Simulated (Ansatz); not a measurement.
## HfN under changes of volume

One of the cells (11.518 Å³/atom); the others are scaled copies at fixed shape and fractional positions:

```
CELL_PARAMETERS angstrom
3.13391 0.00000 0.00000
-1.56695 2.71404 0.00000
0.00000 0.00000 5.41677
ATOMIC_POSITIONS crystal
Hf 0.33333 0.66667 0.25000
Hf 0.66667 0.33333 0.75000
N 0.00000 0.00000 0.50000
N 0.00000 0.00000 0.00000
```

The cell comes from a database or a generator and needn't be the stable form of this composition.

```yaml
Program: Ansatz 0.2.0
Functional: LDA
Potentials_or_basis: Ansatz PAW
Cutoff: "420 eV (not typed: the program's choice for these potentials)"
k_mesh: 10 × 10 × 5
Occupations: fermi-dirac, width 0.05 eV
Spin: no spin polarisation
```

| volume (Å³/atom) | energy over the lowest point (meV/atom) | pressure (GPa) |
| --- | --- | --- |
| 10.827 | ? | ? |
| 11.057 | 0.00 | 2.5 |
| 11.288 | 0.85 | -3.5 |
| 11.518 | 9.92 | -9.0 |
| 11.749 | 26.41 | -13.8 |
| 11.979 | 49.57 | -18.2 |
| 12.209 | 78.64 | -22.1 |

**Question.** What does the run at 10.827 Å³/atom give?

**Answer.** Energy over the lowest point 8.36 meV/atom; pressure 9.3 GPa.

Worked out: A Birch-Murnaghan fit of order 3 (a polynomial in V^(-2/3)) to the other rows has its minimum at 11.15 Å³/atom with B0 = V·E''(V) = 295 GPa and B' = 4.1 at fixed shape and positions, which overstates the stiffness. It gives 8.29 meV/atom at 10.827 Å³/atom, against the run's 8.36, and -dE/dV = 9.2 GPa, against 9.3.

Energies are extrapolated to zero smearing.

Caveats: the PAW data sets come from PBE, with cores solved anew for the run's functional, which leaves a small shift of forces and pressure.
